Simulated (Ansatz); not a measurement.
**SiO2 at a changed volume: Coordination and O-17 quadrupole coupling**

Cell: a Materials Project structure (computed, not necessarily an observed phase), relaxed with PBE at fixed cell and then changed (volume scaled by 0.95).

Space group P2_13 (No. 198); a = 6.9617 Å.

| site | Wyckoff | site symmetry | x | y | z |
| --- | --- | --- | --- | --- | --- |
| Si1 | 4a | .3. | 0.9771 | 0.5229 | 0.4771 |
| Si5 | 4a | .3. | 0.7142 | 0.7858 | 0.2142 |
| O9 | 12b | 1 | 0.8607 | 0.3328 | 0.5326 |
| O17 | 4a | .3. | 0.1542 | 0.1542 | 0.1542 |

One atom of each set is listed.

The numbers come from a DFT calculation in Ansatz (PBE, plane waves and PAW (field gradients read without the response of the frozen cores, which leaves them typically 4 to 6 % off), scalar-relativistic, 420 eV cutoff, Γ-centred 3×3×3 k-points, Fermi–Dirac smearing 0.02 eV).

Q(O-17) = -25.58 mb.

Q: Order the O environments from the weakest to the strongest quadrupole coupling.
A. O17: 2 Si at 1.58–1.59 Å, angle 180°
B. O9: 2 Si at 1.60 Å, angle 142°

A: B (5.49 MHz, η = 0.20), A (6.17 MHz, η = 0.00).

An axis of threefold or higher order runs through O17, so V_zz lies along it and η is zero. At O9 V_zz runs parallel to the line that joins its two neighbours (within 1°). Like point charges on the first shell alone (each adding as 1/d³) would give the same order.

At this changed cell the PBE pressure is 10 GPa. The atoms aren't relaxed in the changed cell (largest force 0.6 eV/Å).
